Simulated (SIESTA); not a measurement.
**MnO2 in SIESTA: the effect of Hubbard term**

MnO2:

```
Mn O
1.0
     4.40042    0.00000    0.00000
     0.00000    4.40042    0.00000
     0.00000    0.00000    2.86708
Mn O
2 4
Direct
  0.50000 0.50000 0.50000
  0.00000 0.00000 0.00000
  0.80492 0.19508 0.50000
  0.69508 0.69508 0.00000
  0.19508 0.80492 0.50000
  0.30492 0.30492 0.00000
```

The cell is a database's computed one.

Alike in all runs:

```yaml
Program: SIESTA 5.4.2
Task: density of states
Functional: PBEsol
Potentials_or_basis: PseudoDojo 0.4 standard (PBEsol files)
Basis: DZP (energy shift 0.003 Ry; two zetas on semicore shells)
Grid_cutoff: 800 Ry
Energy_shift: 0.003 Ry
k_mesh: 4 × 4 × 7
Occupations: fermi-dirac, width 0.05 eV
Spin: collinear spin, ferromagnetic start
Starting_moments: "[4.0, 4.0, 0.0, 0.0, 0.0, 0.0] μB"
Hubbard_projector_method: 1
U_from_the_first_cycle: yes
broadening_eV: 0.1 eV
window_from_eV: -15 eV
window_to_eV: 15 eV
```

Q: One run gave: pressure 15.8 GPa; moment 6.03 μB; largest force 0.25 eV/Å. Which Hubbard term did it use?
A. Mn d U = 4 eV
B. Mn d U = 6 eV
C. Mn d U = 2 eV
D. none

A: B.

| Hubbard term | pressure (GPa) | moment (μB) | largest force (eV/Å) |
| --- | --- | --- | --- |
| none | -0.3 | 5.94 | 0.01 |
| Mn d U = 2 eV | 2.9 | 6.01 | 0.02 |
| Mn d U = 4 eV | 8.0 | 6.05 | 0.11 |
| Mn d U = 6 eV | 15.8 | 6.03 | 0.25 |

Caveats: short orbitals over semicore shells can move pressures by several GPa; the basis of atomic orbitals isn't converged, which shifts pressures, moduli and gaps; only a ferromagnetic start was run, and an antiferromagnetic order may lie lower in energy; semilocal functionals often make such compounds metallic where correlation or magnetic order opens a gap, which also shifts bond lengths (some runs).

Not every run made on this cell is shown here.
